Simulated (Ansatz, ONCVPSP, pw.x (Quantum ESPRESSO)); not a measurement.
What a changed setting does to a pw.x run (fcc Ti)

Potential: optimised norm-conserving Vanderbilt (ONCV), ONCVPSP 4.0.1.1 (patched build), PBE; core [Ne], reference 3s2 3p6 3d2.5 4s1.5; waves: 3s+4s: rc 1.85 bohr, ncon 4, nbas 8, qcut 6.1 1/bohr, 2 projectors; 3p: rc 1.45 bohr, ncon 3, nbas 8, qcut 8.5 1/bohr, 2 projectors, debl 0.9 Ha; 3d: rc 2.05 bohr, ncon 4, nbas 8, qcut 7.1 1/bohr, 3 projectors, debl 1.4 Ha; local part: polynomial inside 0.95 bohr (lpopt 5, dvloc0 2 Ha); core correction: Teter function, fcfact 4.75, rcfact 1.1. In the p channel the program set the typed energies aside and used -1.362, 0.250 Ha.

The reference run (k-mesh 14³, cutoffs 60/240 Ry, Fermi–Dirac 0.01 Ry, mixing_beta 0.4, conv_thr 1e-9, no spin) gives 0.39 GPa at 17.482 Å³/atom, where all-electron LAPW gives -0.10 GPa. This run, with its own iteration cap, changes conv_thr to 1e-12.

```
&control
  calculation='scf', prefix='x', pseudo_dir='./', outdir='./tmp', tstress=.true., disk_io='none'
/
&system
  ibrav=0, nat=1, ntyp=1, ecutwfc=60, ecutrho=240, nbnd=14,
  occupations='smearing', smearing='fd', degauss=0.01
/
&electrons
  conv_thr=1e-12, mixing_beta=0.4, electron_maxstep=60
/
ATOMIC_SPECIES
Ti 1.0 Ti.UPF
CELL_PARAMETERS angstrom
  0.00000000 2.05993590 2.05993590
  2.05993590 0.00000000 2.05993590
  2.05993590 2.05993590 0.00000000
ATOMIC_POSITIONS crystal
Ti 0.0000 0.0000 0.0000
K_POINTS automatic
14 14 14 0 0 0
```

```bash
pw.x < Ti.scf.in > Ti.scf.out
```

Task: How does the run end?

Result: It converges in 11 iterations; the free energy moves by +0.0 meV/atom and the pressure by +0.00 GPa. The result is that of the reference run.

```
Message from routine setup:
     using ibrav=0 with symmetry is DISCOURAGED, use correct ibrav instead
     lattice parameter (alat)  =       5.5051  a.u.
     unit-cell volume          =     117.9744 (a.u.)^3
     number of electrons       =        12.00
     number of Kohn-Sham states=           14
     kinetic-energy cutoff     =      60.0000  Ry
     charge density cutoff     =     240.0000  Ry
     scf convergence threshold =      1.0E-12
     Exchange-correlation= PBE
     number of k points=   104  Fermi-Dirac smearing, width (Ry)=  0.0100
     iteration #  1     ecut=    60.00 Ry     beta= 0.40
     total energy              =    -118.89130473 Ry
     estimated scf accuracy    <       0.11913686 Ry
     iteration #  2     ecut=    60.00 Ry     beta= 0.40
     total energy              =    -118.90552628 Ry
     estimated scf accuracy    <       0.00497572 Ry
     iteration #  3     ecut=    60.00 Ry     beta= 0.40
     total energy              =    -118.90588921 Ry
     estimated scf accuracy    <       0.00074166 Ry
     iteration #  4     ecut=    60.00 Ry     beta= 0.40
     total energy              =    -118.90593730 Ry
     estimated scf accuracy    <       0.00003712 Ry
     iteration #  5     ecut=    60.00 Ry     beta= 0.40
     total energy              =    -118.90593875 Ry
     estimated scf accuracy    <       0.00000482 Ry
     iteration #  6     ecut=    60.00 Ry     beta= 0.40
     total energy              =    -118.90593913 Ry
     estimated scf accuracy    <       0.00000039 Ry
     iteration #  7     ecut=    60.00 Ry     beta= 0.40
     total energy              =    -118.90593919 Ry
     estimated scf accuracy    <          8.2E-09 Ry
     iteration #  8     ecut=    60.00 Ry     beta= 0.40
     total energy              =    -118.90593919 Ry
     estimated scf accuracy    <          4.6E-09 Ry
     iteration #  9     ecut=    60.00 Ry     beta= 0.40
     total energy              =    -118.90593919 Ry
     estimated scf accuracy    <          1.6E-11 Ry
     iteration # 10     ecut=    60.00 Ry     beta= 0.40
     total energy              =    -118.90593919 Ry
     estimated scf accuracy    <          1.7E-11 Ry
     iteration # 11     ecut=    60.00 Ry     beta= 0.40
     the Fermi energy is    13.2373 ev
!    total energy              =    -118.90593919 Ry
     estimated scf accuracy    <          1.6E-13 Ry
     smearing contrib. (-TS)   =      -0.00760751 Ry
     The total energy is F=E-TS. E is the sum of the following terms:
     one-electron contribution =     -40.99268238 Ry
     hartree contribution      =      24.33721301 Ry
     xc contribution           =     -17.44084211 Ry
     ewald contribution        =     -84.80202021 Ry
     convergence has been achieved in  11 iterations
          total   stress  (Ry/bohr**3)                   (kbar)     P=        3.87
     Message from routine punch:
     Nothing written, as per user request (disk_io='none')
```

The run took about 41 s on one core of a shared host (Neoverse-N1, 64 threads, 124 GiB, load 58).
